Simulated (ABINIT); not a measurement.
# Ir (P-1) in ABINIT: reference runs

Aim: a first look at Ir with PBE, on the cell as given.

Program: ABINIT 10.8.3 (patched build). These are calculated values, not measurements. Logs are shortened: lines on timing, memory, paths and dates and some standing lists are left out, and cuts for length are marked. The log counts tension as positive stress, the text compression.

### 1 The crystal as given

The typed cell holds 2 atoms: a = 2.751 Å, b = 2.751 Å, c = 4.462 Å, α = 90.00°, β = 90.00°, γ = 120.00°.

This isn't the form of Ir at room conditions, which is fcc.

### 2 Single point, PBE

run.abi

```
pp_dirpath "./"
pseudos "Ir.GGA_PBE-JTH.xml"

acell 3*1.0 Angstrom
rprim
     2.7513778900     0.0000000000     0.0000000000
    -1.3756889500     2.3827631500     0.0000000000
     0.0000000000     0.0000000000     4.4622900000
ntypat 1
znucl 77
natom 2
typat 1 1
xred
     0.6693514700     0.3368738000     0.7482950900
     0.3306485300     0.6631262000     0.2517049100
chkprim 0
chksymtnons 0
tolsym 1.0e-6

ecut 435.382180 eV
pawecutdg 32.0
pawxcdev 0

kptopt 1
ngkpt 11 11 6
nshiftk 1
shiftk 0.0 0.0 0.0

ixc 11

nband 19
occopt 3
tsmear 0.05 eV

nstep 100
tolvrs 1.0e-9

iomode 3
prtwf 0
prtden 0
prteig 0
prtebands 0
```

Potentials or basis: JTH PAW PBE v2.0.

Started as:

```console
> abinit run.abi > log 2>&1
```

run.abo:

```text
.Version 10.8.3 of ABINIT
 Symmetries : space group P-1 (#  2); Bravais aP (primitive triclinic)
================================================================================
 Values of the parameters that define the memory need of the present run
     intxc =       0    ionmov =       0      iscf =      17    lmnmax =      18
     lnmax =       6     mgfft =      32  mpssoang =       3    mqgrid =    3001
     natom =       2  nloc_mem =       2    nspden =       1   nspinor =       1
    nsppol =       1      nsym =       2    n1xccc =       1    ntypat =       1
    occopt =       3   xclevel =       2
       mpw =         616          nfft =       12800          nkpt =         364
 PAW method is used; the additional fine FFT grid is defined by:
   mgfftf=        45    nfftf =     40500
================================================================================
================================================================================

--------------------------------------------------------------------------------
------------- Echo of variables that govern the present computation ------------
--------------------------------------------------------------------------------
 -outvars: echo values of preprocessed input variables --------
            acell      1.8897261259E+00  1.8897261259E+00  1.8897261259E+00 Bohr
              amu      1.92220000E+02
          chkprim           0
      chksymtnons           0
             ecut      1.60000000E+01 Hartree
                       outvar_i_n : Printing only first  50 k-points.
              ixc          11
                       outvar_i_n : Printing only first  50 k-points.
         kptrlatt       11    0    0      0   11    0      0    0    6
          kptrlen      5.05950360E+01
            natom           2
            nband          19
            ngfft          20      20      32
          ngfftdg          30      30      45
             nkpt         364
            nstep         100
             nsym           2
           ntypat           1
                       prtocc : prtvol=0, do not print more k-points.
           occopt           3
        pawecutdg      3.20000000E+01 Hartree
         pawxcdev           0
           prtden           0
        prtebands           0
           prteig           0
            prtwf           0
            rprim      2.7513778900E+00  0.0000000000E+00  0.0000000000E+00
                      -1.3756889500E+00  2.3827631500E+00  0.0000000000E+00
                       0.0000000000E+00  0.0000000000E+00  4.4622900000E+00
          spgroup           2
           tolsym      1.00000000E-06
           tolvrs      1.00000000E-09
           tsmear      1.83746611E-03 Hartree
            typat      1  1
           useylm           1
                       outvars : Printing only first  50 k-points.
           xangst      1.3782052710E+00  8.0269047684E-01  3.3391096972E+00
                      -2.5163309925E-03  1.5800726732E+00  1.1231803028E+00
            xcart      2.6044305075E+00  1.5168651651E+00  6.3100028320E+00
                      -4.7551764179E-03  2.9859046113E+00  2.1225031624E+00
             xred      6.6935147000E-01  3.3687380000E-01  7.4829509000E-01
                       3.3064853000E-01  6.6312620000E-01  2.5170491000E-01
[... 130 lines left out ...]
    1     -0.00047309427497    -0.00155638979905     0.00312042111196
    2      0.00047309427497     0.00155638979905    -0.00312042111196
 frms,max,avg= 2.0316820E-03 3.1204211E-03   0.000E+00  0.000E+00  0.000E+00 h/b

 cartesian forces (eV/Angstrom) at end:
    1     -0.02432748574647    -0.08003278132043     0.16045850508238
    2      0.02432748574647     0.08003278132043    -0.16045850508238
 frms,max,avg= 1.0447329E-01 1.6045851E-01   0.000E+00  0.000E+00  0.000E+00 e/A
 length scales=  1.889726125908  1.889726125908  1.889726125908 bohr
              =  1.000000000000  1.000000000000  1.000000000000 angstroms
 Fermi (or HOMO) energy (hartree) =   0.53775   Average Vxc (hartree)=  -0.48023
 Eigenvalues (hartree) for nkpt= 364  k points:
 kpt#   1, nband= 19, wtk=  0.00138, kpt=  0.0000  0.0000  0.0000 (reduced coord)
  -1.30519   -1.28243   -1.28210   -1.27909   -1.27848   -1.27847    0.13733    0.24947
   0.39989    0.40332    0.40413    0.42613    0.42725    0.45284    0.45668    0.50991
   0.54566    0.54986    0.76576
      occupation numbers for kpt#   1
   2.00000    2.00000    2.00000    2.00000    2.00000    2.00000    2.00000    2.00000
   2.00000    2.00000    2.00000    2.00000    2.00000    2.00000    2.00000    2.00000
   0.02663    0.00274    0.00000
 prteigrs : prtvol=0 or 1, do not print more k-points.

--- !EnergyTerms
iteration_state     : {dtset: 1, }
comment             : Components of total free energy in Hartree
kinetic             :  1.92111459790179E+01
hartree             :  1.70012292038429E+01
xc                  : -7.19562824972295E+00
Ewald energy        : -1.40604055927026E+02
psp_core            :  1.06547792523442E+01
local_psp           : -6.79598113946168E+01
PAW spherical_terms :  1.48041070825342E+01
internal            : -1.54088234053627E+02
'-kT*entropy'       : -9.22542238253414E-04
total_energy        : -1.54089156595865E+02
total_energy_eV     : -4.19297955644753E+03
...

--- !EnergyTermsDC
iteration_state     : {dtset: 1, }
comment             : '"Double-counting" decomposition of free energy'
band_energy         : -8.49288256446914E+00
Ewald energy        : -1.40604055927026E+02
psp_core            :  1.06547792523442E+01
xc_dc               : -1.53866700609088E+01
PAW spherical_terms : -2.59407758190344E-01
internal            : -1.54088237058250E+02
'-kT*entropy'       : -9.22542238253414E-04
total_energy_dc     : -1.54089159600489E+02
total_energy_dc_eV  : -4.19297963820751E+03
...

--- !EnergyTermsWithPAWCore
iteration_state     : {dtset: 1, }
comment             : 'Components of total free energy, including PAW core contributions'
Total energy        : -3.56557726494336E+04
Total energy DC     : -3.56557726524382E+04
Total energy (eV)   : -9.70243001462624E+05
Total energy DC (eV): -9.70243001544384E+05
...

 Cartesian components of stress tensor (hartree/bohr^3)
  sigma(1 1)=  4.46595088E-05  sigma(3 2)=  1.65632658E-06
  sigma(2 2)=  5.29770758E-05  sigma(3 1)=  5.45187289E-07
  sigma(3 3)=  6.54342581E-05  sigma(2 1)= -1.21593113E-06

-Cartesian components of stress tensor (GPa)         [Pressure= -1.5992E+00 GPa]
- sigma(1 1)=  1.31392811E+00  sigma(3 2)=  4.87308103E-02
- sigma(2 2)=  1.55863938E+00  sigma(3 1)=  1.60399638E-02
- sigma(3 3)=  1.92514234E+00  sigma(2 1)= -3.57739290E-02

== END DATASET(S) ==============================================================
================================================================================

 -outvars: echo values of variables after computation  --------
            acell      1.8897261259E+00  1.8897261259E+00  1.8897261259E+00 Bohr
           etotal     -1.5408915960E+02
            fcart     -4.7309427497E-04 -1.5563897990E-03  3.1204211120E-03
                       4.7309427497E-04  1.5563897990E-03 -3.1204211120E-03
            rprim      2.7513778900E+00  0.0000000000E+00  0.0000000000E+00
                      -1.3756889500E+00  2.3827631500E+00  0.0000000000E+00
                       0.0000000000E+00  0.0000000000E+00  4.4622900000E+00
           strten      4.4659508815E-05  5.2977075788E-05  6.5434258147E-05
                       1.6563265751E-06  5.4518728925E-07 -1.2159311318E-06
           xangst      1.3782052710E+00  8.0269047684E-01  3.3391096972E+00
                      -2.5163309925E-03  1.5800726732E+00  1.1231803028E+00
             xred      6.6935147000E-01  3.3687380000E-01  7.4829509000E-01
                       3.3064853000E-01  6.6312620000E-01  2.5170491000E-01
 Calculation completed.
```

It took 2.1 min on 1 thread of Arm Neoverse V1, shared host; peak memory 0.22 GiB.

Results:

| Property | Result |
| --- | --- |
| Free energy | -4192.9796 eV |
| Pressure | -1.6 GPa |
| Largest force | 0.181 eV/Å |
| Band gap on the k mesh | none (metal or under the smearing width) |
| Valence electrons inside the program's atomic spheres | Ir 13.54 (radii [1.3286] Å) |

Forces on the atoms (eV/Å):
```
Ir  -0.024 -0.080  0.160
Ir   0.024  0.080 -0.160
```

Stress tensor (GPa, compression positive):
```
-1.31  0.04 -0.02
 0.04 -1.56 -0.05
-0.02 -0.05 -1.93
```
